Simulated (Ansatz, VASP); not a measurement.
## One calculation of MoS2, two programs

The input INCAR:

```
ALGO = Normal
EDIFF = 1E-6
ENCUT = 520
GGA = PS
ISIF = 2
ISMEAR = -1
LASPH = T
LCHARG = F
LREAL = F
LWAVE = F
NBANDS = 20
NELM = 60
PREC = Accurate
SIGMA = 0.05
```

KPOINTS

```
k-points
0
Gamma
  10 10 10
```

Contents of POSCAR:

```
MoS2
1.0
    1.6165961300      0.9333422108      6.2349290104
   -1.6165961300      0.9333422108      6.2349290104
    0.0000000000     -1.8666844216      6.2349290104
Mo S
1 2
Direct
    0.0000000000      0.0000000000      0.0000000000
    0.2500000000      0.2500000000      0.2500000000
    0.7500000000      0.7500000000      0.7500000000
```

input.yaml

```yaml
crystal:
  lattice:
    - [1.61659613, 0.9333422108, 6.2349290104]
    - [-1.61659613, 0.9333422108, 6.2349290104]
    - [0.0, -1.8666844216, 6.2349290104]
  atoms:
    - { symbol: Mo, position: [0.0, 0.0, 0.0] }
    - { symbol: S, position: [0.25, 0.25, 0.25] }
    - { symbol: S, position: [0.75, 0.75, 0.75] }
kpoints:
  mp_grid: { grid: [10, 10, 10] }
scf:
  occupations: { method: fermi_dirac, width: 0.05 }
hamiltonian:
  xc: pbesol
  pseudopotentials: { kind: all_electron, lapw: { basis_error: 0.002 } }
output:
  forces: true
  stress: true
  eigenvalues: true
```

Change from the starting cell: volume scaled by 1.06.

Alike in both runs: task single point; functional PBEsol; k mesh 10 × 10 × 10; occupations fermi-dirac, width 0.05 eV; no spin polarisation.

```csv
,VASP,Ansatz
version,VASP 6.6.1,Ansatz 0.2.0
potentials or method,"VASP PAW PBE potentials, release 64 (Mo_sv, S)","all-electron LAPW, scalar-relativistic"
plane-wave cutoff (eV),520,see its input
```

VASP gave:

- gap on the k mesh at the Fermi level (eV): none
- pressure (GPa): -5.2
- largest component of the traceless stress (GPa): 2.52
- rms of the force components (eV/Å): 0.094

Problem. What did Ansatz give for the same quantities?

Solution. gap on the k mesh at the Fermi level (eV): none; pressure (GPa): -5.2; largest component of the traceless stress (GPa): 2.50; rms of the force components (eV/Å): 0.097.

Atom by atom the forces differ by 0.003 eV/Å (rms over components). A gap of «none» marks a metal or a gap that the smearing closes. Ansatz ran all-electron here, so the differences hold the error of VASP's frozen core and of both bases.

Caveats: the cell's inner coordinates are idealised or old, which leaves forces on the atoms; the PAW data sets were made with another functional, which shifts forces and pressure a little (VASP).
